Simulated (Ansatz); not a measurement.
# WC (Fm-3m) in Ansatz: reference runs

How does WC come out in PBE? The cell is run as given and disturbed.

All numbers are computed with Ansatz 0.2.0; they aren't measurements. Logs are shortened: lines on timing, memory, paths and dates and some standing lists are left out, and cuts for length are marked.

### 1 Starting point

It takes space group Fm-3m (No. 225, cubic). The conventional cell has a = 4.385 Å, b = 4.385 Å, c = 4.385 Å, α = 90.00°, β = 90.00°, γ = 90.00°. W (site symmetry m-3m) is surrounded by 6 C at 2.19 Å. C (site symmetry m-3m) has 6 W at 2.19 Å as nearest neighbours.

Measurements of this composition are mostly on another form, of space group No. 187.

### 2 Single point, PBE

File input.yaml:

```yaml
crystal:
  lattice:
    - [0.0, 2.192684, 2.192684]
    - [2.192684, 0.0, 2.192684]
    - [2.192684, 2.192684, 0.0]
  atoms:
    - { symbol: W, position: [0.0, 0.0, 0.0] }
    - { symbol: C, position: [0.5, 0.5, 0.5] }
kpoints:
  mp_grid: { grid: [10, 10, 10] }
scf:
  occupations: { method: fermi_dirac, width: 0.05 }
hamiltonian:
  xc: pbe
  pseudopotentials: { kind: all_electron, lapw: { basis_error: 0.001 } }
output:
  forces: true
  stress: true
  eigenvalues: true
  populations: true
```

Potentials or basis: all-electron LAPW, scalar-relativistic.

Command:

```
$ ansatz run input.yaml --threads 1 --pin off --max-ram 3072MiB --backend cpu --events-out ev --progress --plain --runs-dir out
```

What it wrote:

```text
Warning: RAYON_NUM_THREADS=1 ignored (pool sized by the plan → 1); use --threads N
W: projections on atomic orbitals take those of the free atom 1s2 2s2 2p6 3s2 3p6 3d10 4s2 4p6 4d10 4f14 5s2 5p6 5d4 6s2, of charge +0.00 (hamiltonian.pseudopotentials.projection_atoms)
C: projections on atomic orbitals take those of the free atom 1s2 2s2 2p2, of charge +0.00 (hamiltonian.pseudopotentials.projection_atoms)
LAPW: plane waves up to 9.395 Å⁻¹, error target 1.0e-3 eV per atom; small_component_spin mean_spin; C in spheres of 0.903 Å, 6 of its electrons in bands, Dirac shells []; W in spheres of 1.289 Å, 44 of its electrons in bands, Dirac shells [] (how accurate: hamiltonian.pseudopotentials.lapw.basis_error, Limitations)
Engine: ansatz 0.2.0, aarch64-unknown-linux-gnu
Pseudopotentials: kind: all_electron
Pseudopotential: W, LAPW, valence charge 44, lapw/all_electron/scalar/gaussian/W, Koelling and Harmon's equation, gaussian nucleus
Pseudopotential: C, LAPW, valence charge 6, lapw/all_electron/scalar/gaussian/C, Koelling and Harmon's equation, gaussian nucleus
Functional definition: PBE
  parameter kappa = 0.804
  parameter beta = 0.06672455060314922
  exchange = pbe_x(kappa = kappa, mu = beta*pi^2/3)
  correlation = pbe_c(beta = beta)
Crystal: 2 atoms, lattice volume = 21.084 Å³
Basis set: ecut = 336.2629502651946 eV, 283 PW (Γ), exchange–correlation at level 2
Bands: 30, of which v1, the nominal top of the filled ones, is band 25 counted from 1 (24 counted from 0)
Symmetry: 48 space group operations
Space group: Fm-3m (ITA 225), of the structure as read, at distance tolerance 2.8e-5 Å
k-points: 47 of 1000
Non-local potential: W, projectors of the file, none
Non-local potential: C, projectors of the file, none
Initial density: superposition of atomic densities (chi_scale 0.1, normalization cell, long waves kept (reshape's long-wave potential 0.00 eV rms))
Initial wavefunctions: plane waves of lowest kinetic energy (no species holds an atomic orbital)
Functional: x = pbe(κ = 0.804, μ = 0.2195149727645171), c = pbe(β = 0.06672455060314922)
iter 1 solved again at ethr=1.01e-2 eV; its pass at ethr=1.00e-1 eV (dr2=5.06e0 eV) is discarded
SCF iter   1: F=—  HF=-440240.355950 eV  |F-HF|=—  |Δ(HF+E_count)|=         —  Δρ=1.38e-1  dr2=5.06e0  ethr=1.01e-2  ⟨swp⟩=2.0  Hψ=8712  notcnv=0
preconditioner: auto → Kerker (q_TF=auto, 3.151 Å⁻¹)  [metal: Δε(μ)=0.033 eV  Ē_g=27.368 eV  σ=0.050 eV  W_gap=0.16  n_scr=14 (ndim 8)  ℏωp=44.3 eV  f_vac=0.000  D(μ)=1.09/eV (n_scr^D=14)]
iter 2 solved again at ethr=2.50e-4 eV; its pass at ethr=1.01e-2 eV (dr2=1.25e-1 eV) is discarded
SCF iter   2: F=—  HF=-440238.530224 eV  |F-HF|=—  |Δ(HF+E_count)|=    1.83e0  Δρ=2.49e-2  dr2=1.25e-1  ethr=2.50e-4  ⟨swp⟩=2.0  Hψ=7170  notcnv=0
preconditioner: auto → none  [insulator: Δε(μ)=0.160 eV  Ē_g=28.744 eV  σ=0.050 eV  W_gap=0.63  n_scr=14 (ndim 8)  ℏωp=44.3 eV  f_vac=0.000  D(μ)=0.74/eV (n_scr^D=8)  ε∞_Penn≈3.4]
SCF iter   3: F=—  HF=-440238.500048 eV  |F-HF|=—  |Δ(HF+E_count)|=         —  Δρ=1.16e-2  dr2=1.10e-2  ethr=2.50e-4  ⟨swp⟩=2.1  Hψ=4306  notcnv=0
the basis was enlarged: its passes take 221.4 KiB over the memory plan, 1 of 1 planned eigensolver slots
SCF iter   4: F=—  HF=-440238.504216 eV  |F-HF|=—  |Δ(HF+E_count)|=   4.17e-3  Δρ=3.64e-3  dr2=9.21e-4  ethr=2.21e-5  ⟨swp⟩=2.9  Hψ=4278  notcnv=0
SCF iter   5: F=—  HF=-440238.498555 eV  |F-HF|=—  |Δ(HF+E_count)|=   5.66e-3  Δρ=1.18e-3  dr2=2.17e-4  ethr=1.84e-6  ⟨swp⟩=3.0  Hψ=4317  notcnv=0
SCF iter   6: F=—  HF=-440238.498564 eV  |F-HF|=—  |Δ(HF+E_count)|=   9.93e-6  Δρ=1.82e-4  dr2=9.11e-6  ethr=4.34e-7  ⟨swp⟩=2.9  Hψ=4226  notcnv=0
SCF iter   7: F=—  HF=-440238.498561 eV  |F-HF|=—  |Δ(HF+E_count)|=   3.93e-6  Δρ=2.53e-5  dr2=1.06e-7  ethr=1.82e-8  ⟨swp⟩=2.2  Hψ=4148  notcnv=0
SCF iter   8: F=-440238.498560 eV  HF=-440238.498560 eV  |F-HF|=2.97e-9  |Δ(HF+E_count)|=   8.45e-8  Δρ=5.53e-6  dr2=4.62e-9  ethr=2.12e-10  ⟨swp⟩=2.7  Hψ=4218  notcnv=0
SCF 1 converged in 8 iterations: F = -440238.498560 eV  dr2 = 4.62e-9
SCF converged after 8 iterations
Free energy (F): -440238.498560 eV
Harris-Foulkes:  -440238.498560 eV  (|F-HF|=2.97e-9)
Internal energy: -440238.492050 eV  (E = F + TS)
E sigma→0 (E₀):  -440238.495305 eV
Entropy (-TS):   -0.006510 eV (-3.255 meV/atom)
Fermi energy:    26.823113 eV
--- Per-component energies (eV) ---
  E_band       = -4922.536042
  E_kinetic    = 492914.714878
  E_xc         = -8980.845050
  E_electrostatic = -924172.361879  (all electrons and nuclei)
  E_smearing   = -0.006510  (= −TS)
  E_closure    = 0.000000  (closes the sum)
  E_atoms      = -440218.421447  (free atoms, spherical and without spin; not in F)
  Σ components = -440238.498560   (vs F -440238.498560, Δ=0.00e0)
  Basis errors (estimates in eV, not in F): energy 3.7e-4 per atom: plane waves 3.2e-4 (1.8e-4 summed), levels above the bands 2.6e-86, relativity 4.2e-8, radial functions 5.0e-5, core shells 1.7e-7; eigenvalues (radial functions only) 3.9e-6; not estimated: angular momenta, meshes, grids; target (lapw.basis_error) 1.0e-3; muffin-tin radii C 0.903 Å, W 1.289 Å
--- Forces (eV/Å), atoms counted from 1 ---
  atom   1  W     -0.00000000    -0.00000000    -0.00000000
  atom   2  C      0.00000000    -0.00000000     0.00000000
  max |Σ_I F_I| component: 2.10e-30 eV/Å
--- Stress (GPa, compression-positive) ---
       -1.428333      -0.000000      -0.000000
       -0.000000      -1.428333       0.000000
       -0.000000       0.000000      -1.428333
  P = ⅓ Tr σ = -1.4283 GPa (-14.283 kbar)
--- Band table (eV; the first three rows and the last of 47) ---
  k-point 0: bands = ["-392.5762", "-392.5762", "-392.5762", "-239.8671", "-207.6418", "-207.6418", "-207.6293", "-207.6293", "-207.6293", "-48.5834", "-12.6227", "-12.6227", "-12.6227", "-2.8215", "-2.8215", "-2.8215", "-2.8046", "-2.7909", "-2.7909", "-2.7909", "10.9670", "24.0268", "24.0268", "24.0268", "25.7119", "25.7119", "25.7119", "25.8173", "25.8173", "33.2116"]
  k-point 1: bands = ["-392.5762", "-392.5762", "-392.5762", "-239.8671", "-207.6418", "-207.6418", "-207.6293", "-207.6293", "-207.6293", "-48.5799", "-12.6812", "-12.6290", "-12.6290", "-2.8218", "-2.8203", "-2.8203", "-2.8035", "-2.7926", "-2.7926", "-2.7908", "11.2459", "23.1157", "23.5693", "23.5693", "24.6431", "24.6431", "26.0700", "27.8890", "27.8890", "33.7313"]
  k-point 2: bands = ["-392.5762", "-392.5762", "-392.5762", "-239.8671", "-207.6418", "-207.6418", "-207.6293", "-207.6293", "-207.6293", "-48.5707", "-12.8316", "-12.6453", "-12.6453", "-2.8228", "-2.8170", "-2.8170", "-2.8004", "-2.7969", "-2.7969", "-2.7906", "12.0344", "21.4514", "22.1852", "22.1852", "25.2345", "25.2345", "26.5317", "30.2399", "30.2399", "34.7814"]
  k-point 46: bands = ["-392.5762", "-392.5762", "-392.5762", "-239.8671", "-207.6418", "-207.6418", "-207.6293", "-207.6293", "-207.6293", "-48.5341", "-13.0413", "-12.9430", "-12.8372", "-2.8110", "-2.8107", "-2.8106", "-2.8083", "-2.8063", "-2.8049", "-2.7886", "13.9863", "20.6984", "20.7523", "20.8024", "26.4447", "27.9784", "29.0542", "30.0824", "31.7542", "37.8081"]
--- Löwdin populations: 2 sites ---
  site symbol       q [e]
     0      W     73.1431
     1      C      6.7920
  spilling = 0.000812 (of n_electrons = 80.000000)
```

Run time: 14 s. Hardware: 1 thread of Arm Neoverse V1, shared host; peak memory 0.32 GiB.

What came out:

* Free energy: -440238.4986 eV
* Pressure: -1.4 GPa
* Band gap on the k mesh: none (metal or under the smearing width)
* Loewdin charges: W +0.86; C -0.79 e

### 3 Single point, PBE (atoms moved at random, drawn with an rms of 0.05 Å)

Changes to input.yaml since step 2:

```diff
@@ -6,4 +6,4 @@
   atoms:
-    - { symbol: W, position: [0.0, 0.0, 0.0] }
-    - { symbol: C, position: [0.5, 0.5, 0.5] }
+    - { symbol: W, position: [-0.017418, -0.004818, 0.002798] }
+    - { symbol: C, position: [0.517446, 0.505944, 0.486775] }
 kpoints:
```

Potentials or basis: all-electron LAPW, scalar-relativistic.

Command:

```
$ ansatz run input.yaml --threads 1 --pin off --max-ram 3072MiB --backend cpu --events-out ev --progress --plain --runs-dir out
```

What it wrote:

```text
Warning: RAYON_NUM_THREADS=1 ignored (pool sized by the plan → 1); use --threads N
W: projections on atomic orbitals take those of the free atom 1s2 2s2 2p6 3s2 3p6 3d10 4s2 4p6 4d10 4f14 5s2 5p6 5d4 6s2, of charge +0.00 (hamiltonian.pseudopotentials.projection_atoms)
C: projections on atomic orbitals take those of the free atom 1s2 2s2 2p2, of charge +0.00 (hamiltonian.pseudopotentials.projection_atoms)
LAPW: plane waves up to 9.897 Å⁻¹, error target 1.0e-3 eV per atom; small_component_spin mean_spin; C in spheres of 0.854 Å, 6 of its electrons in bands, Dirac shells []; W in spheres of 1.240 Å, 44 of its electrons in bands, Dirac shells [] (how accurate: hamiltonian.pseudopotentials.lapw.basis_error, Limitations)
[... 7 set-up lines as earlier in the session ...]
[... 41 lines left out ...]
  E_closure    = 0.000000  (closes the sum)
  E_atoms      = -440218.421447  (free atoms, spherical and without spin; not in F)
  Σ components = -440238.459140   (vs F -440238.459140, Δ=0.00e0)
  Basis errors (estimates in eV, not in F): energy 4.0e-4 per atom: plane waves 3.6e-4 (2.0e-4 summed), levels above the bands 3.1e-86, relativity 4.2e-8, radial functions 3.7e-5, core shells 5.7e-7; eigenvalues (radial functions only) 1.6e-6; not estimated: angular momenta, meshes, grids; target (lapw.basis_error) 1.0e-3; muffin-tin radii C 0.854 Å, W 1.240 Å
--- Forces (eV/Å), atoms counted from 1 ---
  atom   1  W     -0.07696073     0.28282443     0.66120420
  atom   2  C      0.07695887    -0.28281581    -0.66118857
  max |Σ_I F_I| component: 1.56e-5 eV/Å
--- Stress (GPa, compression-positive) ---
       -1.499597      -0.019038      -0.000169
       -0.019038      -0.678622      -0.022570
       -0.000169      -0.022570       3.680127
  P = ⅓ Tr σ = 0.5006 GPa (5.006 kbar)
--- Band table (eV; the first three rows and the last of 504) ---
  k-point 0: bands = ["-392.5578", "-392.5571", "-392.5561", "-239.8557", "-207.6222", "-207.6209", "-207.6113", "-207.6109", "-207.6098", "-48.5687", "-12.6168", "-12.6120", "-12.6109", "-2.8027", "-2.8027", "-2.8022", "-2.7873", "-2.7733", "-2.7721", "-2.7720", "10.9711", "23.7148", "23.7474", "24.0269", "24.7453", "25.5711", "26.0574", "26.3093", "26.8887", "33.1593"]
  k-point 1: bands = ["-392.5578", "-392.5571", "-392.5561", "-239.8557", "-207.6222", "-207.6209", "-207.6113", "-207.6109", "-207.6098", "-48.5651", "-12.6729", "-12.6207", "-12.6176", "-2.8028", "-2.8014", "-2.8011", "-2.7862", "-2.7750", "-2.7738", "-2.7720", "11.2500", "22.7844", "23.3915", "23.6886", "24.5606", "24.7721", "26.0099", "28.0380", "28.3451", "33.6785"]
  k-point 2: bands = ["-392.5578", "-392.5571", "-392.5561", "-239.8557", "-207.6222", "-207.6209", "-207.6113", "-207.6109", "-207.6098", "-48.5559", "-12.8239", "-12.6373", "-12.6342", "-2.8036", "-2.7981", "-2.7978", "-2.7831", "-2.7793", "-2.7782", "-2.7718", "12.0382", "21.2437", "22.1504", "22.3548", "25.1699", "25.2272", "26.4635", "30.3327", "30.5316", "34.7204"]
  k-point 503: bands = ["-392.5578", "-392.5571", "-392.5561", "-239.8557", "-207.6222", "-207.6209", "-207.6113", "-207.6109", "-207.6098", "-48.5316", "-13.2007", "-12.6814", "-12.6768", "-2.8066", "-2.7939", "-2.7936", "-2.7854", "-2.7847", "-2.7743", "-2.7717", "15.4992", "17.0418", "20.1846", "20.2183", "27.7905", "27.8364", "29.0994", "31.5840", "35.3492", "35.6134"]
--- Löwdin populations: 2 sites ---
  site symbol       q [e]
     0      W     73.1485
     1      C      6.7862
  spilling = 0.000816 (of n_electrons = 80.000000)
```

Run time: 4.3 min. Hardware: 1 thread of Arm Neoverse V1, shared host; peak memory 1.1 GiB.

Results:

* Free energy: -440238.4591 eV
* Pressure: 0.5 GPa
* Largest force: 0.723 eV/Å
* Band gap on the k mesh: none (metal or under the smearing width)
* Loewdin charges: W +0.85; C -0.79 e

Forces in eV/Å, atoms in the order of the input:
```
W   -0.077  0.283  0.661
C    0.077 -0.283 -0.661
```

Levels at points of the mesh, in eV from the Fermi level:
```csv
k point,band 22,band 23,band 24,band 25,band 26,band 27,band 28,band 29
"(0.00, 0.00, 0.00)",-3.08,-3.05,-2.77,-2.05,-1.22,-0.74,-0.49,0.09
"(0.00, 0.00, -0.50)",-9.79,-6.59,-6.54,0.99,1.03,2.29,4.70,8.45
"(0.00, -0.50, 0.00)",-9.79,-6.58,-6.53,0.99,1.02,2.28,4.68,8.42
"(0.00, -0.50, -0.50)",-5.96,-5.62,-2.64,-2.28,1.00,2.25,2.25,5.45
"(-0.50, 0.00, 0.00)",-9.73,-6.62,-6.60,1.00,1.05,2.31,4.84,8.59
"(-0.50, 0.00, -0.50)",-5.94,-5.61,-2.62,-2.32,0.98,2.25,2.25,5.40
"(-0.50, -0.50, 0.00)",-5.81,-5.58,-2.54,-2.48,0.88,2.25,2.25,5.16
"(-0.50, -0.50, -0.50)",-9.75,-6.61,-6.58,1.00,1.04,2.30,4.79,8.55
```
